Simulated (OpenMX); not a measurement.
The system is As.

```
As
1.0
     1.88080    1.08588    3.51406
    -1.88080    1.08588    3.51406
     0.00000   -2.17176    3.51406
As
2
Cartesian
  0.0000 0.0000 2.3825
  0.0000 0.0000 8.1597
```

Base run:

| Item | Value |
| --- | --- |
| Program | OpenMX 3.8.5 |
| Functional | LDA |
| Potentials or basis | OpenMX 2013 LDA set, As7.0-s3p2d2, grid cutoff 500 Ry |
| k mesh | 9 × 9 × 9 |
| Occupations | fermi-dirac, width 0.05 eV |
| Spin | no spin polarisation |

Its results: pressure 1.5 GPa; largest force 1.051 eV/Å.

**Question.** The run is repeated on the same cell with these changes: functional from LDA to PBE; potentials or basis from OpenMX 2013 LDA set, As7.0-s3p2d2, grid cutoff 500 Ry to OpenMX 2013 PBE set, As7.0-s3p2d2, grid cutoff 500 Ry. What comes out?

**Answer.** Pressure 6.5 GPa; largest force 1.235 eV/Å.

Caveats: the basis of atomic orbitals isn't converged, which shifts pressures, moduli and gaps; forces of over 1 eV/Å show positions far from the minimum, so gaps and moduli don't describe the material at rest.
